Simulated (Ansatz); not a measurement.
Crystal: TaN.

```
Ta N
1.0
     2.93800    0.00000    0.00000
    -1.46900    2.54438    0.00000
     0.00000    0.00000    2.88300
Ta N
1 1
Direct
  0.33333 0.66667 0.50000
  0.00000 0.00000 0.00000
```

- Program: Ansatz 0.2.0
- Task: single point
- Functional: PBE
- Potentials or basis: Ansatz PAW
- Cutoff: 420 eV (not typed: the program's choice for these potentials)
- k mesh: 10 × 10 × 9
- Occupations: fermi-dirac, width 0.05 eV
- Spin: no spin polarisation

On this cell: pressure 4.7 GPa; largest force under 0.003 eV/Å; band gap on the k mesh none (metal or under the smearing width).

The same run follows on a disturbed copy (atoms moved at random, drawn with an rms of 0.05 Å):

```xyz
2
Lattice="2.9380 0.0000 0.0000 -1.4690 2.5444 0.0000 0.0000 0.0000 2.8830" Properties=species:S:1:pos:R:3 pbc="T T T"
Ta    0.0214    1.7174    1.3933
N    -0.0495    0.0139    0.0169
```

Task: What changes?

Result: The energy (extrapolated to zero smearing) moves by +32.3 meV/atom; pressure 6.3 GPa; largest force 1.354 eV/Å; band gap on the k mesh none (metal or under the smearing width).

Forces in eV/Å, atoms in the order of the input:
```
Ta  -0.953 -0.135  0.952
N    0.953  0.135 -0.952
```

Stress tensor (GPa, compression positive):
```
 5.99  1.17 -1.71
 1.17  5.26 -0.30
-1.71 -0.30  7.62
```
